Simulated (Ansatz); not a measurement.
# NaCl (rocksalt) under strain

NaCl (rocksalt), relaxed with r2SCAN in the PAW code Ansatz. Space group Fm-3m (No. 225), cubic; a = 5.605 Å in the conventional setting, 22.02 Å³ an atom. Na has 6 Cl at 2.80 Å; Cl has 6 Na at 2.80 Å.

The axes x, y and z are those of this cell:
```xyz
2
Lattice="0.0000 2.8027 2.8027 2.8027 0.0000 2.8027 2.8027 2.8027 0.0000" Properties=species:S:1:pos:R:3 pbc="T T T"
Na    0.0000    0.0000    0.0000
Cl    2.8027    2.8027    2.8027
```

Unstrained: The PBE gap is direct at Γ: 5.180 eV. With r2SCAN the gap is 5.975 eV and direct, at Γ. With HSE06 the gap is 6.559 eV and direct, at Γ. Meshes: PBE 8×8×8, r2SCAN 8×8×8, HSE06 6×6×6. Strains are changes of length per length. After each strain the atoms were relaxed again with r2SCAN within the symmetry that the strain leaves, so tilts or polar shifts that break it weren't tested; points keep the names that they have in the unstrained zone. The values are computed, spin-unpolarised, and not measurements.

Changes of the least gap in eV (an overlap counts as a negative gap):
```
                            strain  volume change (%)  space group     PBE  r2SCAN   HSE06  energy rise, r2SCAN (meV/atom)
biaxial +1.12 % in x and y, z held               +2.3       I4/mmm  -0.090  -0.096  -0.097                             1.1
 isotropic -1.34 % on every length               -4.0        Fm-3m  +0.165  +0.178  +0.177                             3.4
          uniaxial +3.29 % along x               +3.3       I4/mmm  -0.140  -0.148  -0.151                             3.7
```

Biaxial +1.12 % in x and y, z held. HSE06: the gap goes from 6.559 to 6.462 eV (-0.097 eV). Stress change with r2SCAN, compression positive: xx -0.74, yy -0.74, zz -0.26 GPa.

Isotropic -1.34 % on every length. HSE06: the gap goes from 6.559 to 6.736 eV (+0.177 eV). Stress change with r2SCAN, compression positive: xx +1.23, yy +1.23, zz +1.23 GPa. For HSE06, dE_g/d ln V = -4.4 eV over this step.

Uniaxial +3.29 % along x, other directions held. HSE06: the gap goes from 6.559 to 6.408 eV (-0.151 eV); with r2SCAN the top three valence levels at Γ, degenerate before, become 1+2 from the top over 22 meV. Stress change with r2SCAN, compression positive: xx -1.58, yy -0.36, zz -0.36 GPa.

The meshes of the hybrids are coarse, so their gaps aren't converged to the digits shown.

The splittings at Γ are without spin-orbit coupling, which regroups them where it is of like size or larger.
